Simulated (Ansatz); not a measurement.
# InP: eigenvalues along the path

```yaml
crystal:
  lattice:
    - [0.00000, 2.83584, 2.83584]
    - [2.83584, 0.00000, 2.83584]
    - [2.83584, 2.83584, 0.00000]
  atoms:
    - { symbol: In, position: [0.00000, 0.00000, 0.00000] }
    - { symbol: P, position: [0.50000, 0.50000, 0.50000] }
```

Atom numbers follow the list: In1, P2.

The cell comes from COD entry 1538565, which wasn't checked; take it as a given geometry. The listed cell was then made from it by scaling, straining or moving an atom.

No spin–orbit coupling, which matters for the heavy atoms here.

Computed with DFT, LDA, all-electron LAPW, scalar-relativistic in Ansatz 0.2.0.

Sampling and basis: a Γ-centred 11×11×11 k mesh, Fermi–Dirac smearing of 0.05 eV, basis error target 1 meV/atom, no spin polarisation.

Path points, in fractions of the reciprocal vectors: Γ (0.000, 0.000, 0.000), X (0.500, 0.000, 0.500), U (0.625, 0.250, 0.625), K (0.375, 0.375, 0.750), L (0.500, 0.500, 0.500), W (0.500, 0.250, 0.750). Levels in eV from the Fermi level; bands 9 to 19, counted from the lowest band of the run. The gap is zero.

```
# k(1/Å) point b9 b10 b11 b12 b13 b14 b15 b16 b17 b18 b19
0.000 Γ -14.02 -14.02 -14.00 -14.00 -14.00 -11.48 -0.20 -0.20 -0.20 -0.19 7.11
0.222 - -14.03 -14.01 -14.00 -13.99 -13.99 -11.33 -1.68 -0.42 -0.42 1.56 5.68
0.443 - -14.08 -14.01 -14.01 -13.97 -13.97 -10.85 -2.81 -0.95 -0.95 1.97 4.54
0.665 - -14.16 -14.03 -13.99 -13.94 -13.94 -10.09 -3.61 -1.52 -1.52 -0.25 4.62
0.886 - -14.23 -14.04 -13.98 -13.92 -13.92 -9.19 -4.19 -2.06 -1.94 -1.94 4.15
1.108 X -14.26 -14.04 -13.98 -13.91 -13.91 -8.71 -4.50 -2.73 -2.09 -2.09 3.99
1.186 - -14.26 -14.04 -13.98 -13.91 -13.91 -8.71 -4.48 -3.05 -2.06 -1.78 4.07
1.264 - -14.25 -14.04 -13.99 -13.91 -13.91 -8.70 -4.42 -3.55 -1.98 -1.30 4.28
1.343 - -14.24 -14.03 -13.99 -13.92 -13.91 -8.70 -4.31 -4.05 -1.86 -0.83 4.60
1.421 - -14.22 -14.02 -14.00 -13.93 -13.91 -8.72 -4.50 -4.16 -1.69 -0.39 5.00
1.499 U -14.20 -14.01 -14.01 -13.94 -13.92 -8.76 -4.88 -3.98 -1.47 0.03 5.36
1.635 - -14.19 -14.02 -14.00 -13.95 -13.92 -8.80 -5.04 -3.73 -1.85 0.79 5.21
1.771 - -14.18 -14.03 -13.98 -13.97 -13.91 -8.83 -5.14 -3.28 -2.51 1.84 4.22
1.907 - -14.18 -14.03 -13.98 -13.97 -13.91 -8.83 -5.14 -3.28 -2.51 1.84 4.22
2.042 - -14.19 -14.02 -14.00 -13.95 -13.92 -8.80 -5.04 -3.73 -1.85 0.79 5.21
2.178 K -14.20 -14.01 -14.01 -13.94 -13.92 -8.76 -4.88 -3.98 -1.47 0.03 5.36
2.413 - -14.13 -14.04 -13.97 -13.97 -13.94 -9.21 -5.33 -3.21 -0.63 1.25 4.93
2.648 - -14.08 -14.05 -13.99 -13.96 -13.96 -10.03 -4.76 -2.22 0.18 2.62 4.02
2.883 - -14.04 -14.04 -14.00 -13.98 -13.96 -10.80 -3.55 -1.21 0.29 2.88 4.28
3.118 - -14.03 -14.02 -14.00 -13.99 -13.99 -11.31 -1.95 -0.46 -0.04 1.47 6.12
3.353 Γ -14.02 -14.02 -14.00 -14.00 -14.00 -11.48 -0.20 -0.20 -0.20 -0.19 7.11
3.545 - -14.02 -14.02 -14.00 -13.99 -13.99 -11.37 -1.69 -0.18 -0.18 1.13 6.28
3.737 - -14.03 -14.03 -14.00 -13.98 -13.98 -11.03 -3.21 -0.12 -0.12 2.09 5.35
3.929 - -14.05 -14.05 -14.00 -13.96 -13.96 -10.51 -4.65 -0.01 -0.01 2.45 4.36
4.120 - -14.06 -14.06 -14.00 -13.94 -13.94 -9.92 -5.81 0.12 0.12 2.42 3.62
4.312 L -14.07 -14.07 -14.00 -13.93 -13.93 -9.61 -6.32 0.18 0.18 2.36 3.35
4.469 - -14.08 -14.06 -14.00 -13.94 -13.93 -9.53 -6.24 -0.49 -0.08 2.67 2.81
4.626 - -14.11 -14.05 -13.99 -13.95 -13.93 -9.32 -5.98 -1.59 -0.86 2.17 3.24
4.782 - -14.15 -14.04 -13.98 -13.96 -13.92 -9.04 -5.56 -2.57 -1.92 2.06 3.66
4.939 - -14.18 -14.02 -13.98 -13.97 -13.91 -8.77 -5.01 -3.26 -2.93 2.08 4.09
5.096 W -14.19 -14.02 -13.98 -13.98 -13.91 -8.66 -4.59 -3.51 -3.51 2.11 4.30
5.206 - -14.20 -14.02 -14.00 -13.96 -13.91 -8.67 -4.50 -3.85 -3.14 1.52 4.94
5.317 - -14.22 -14.02 -14.00 -13.94 -13.91 -8.68 -4.23 -4.12 -2.76 0.50 5.12
5.428 - -14.24 -14.03 -13.99 -13.92 -13.91 -8.69 -4.33 -3.79 -2.42 -0.54 4.53
5.539 - -14.26 -14.04 -13.98 -13.91 -13.91 -8.70 -4.46 -3.21 -2.18 -1.48 4.14
5.650 X -14.26 -14.04 -13.98 -13.91 -13.91 -8.71 -4.50 -2.73 -2.09 -2.09 3.99
```
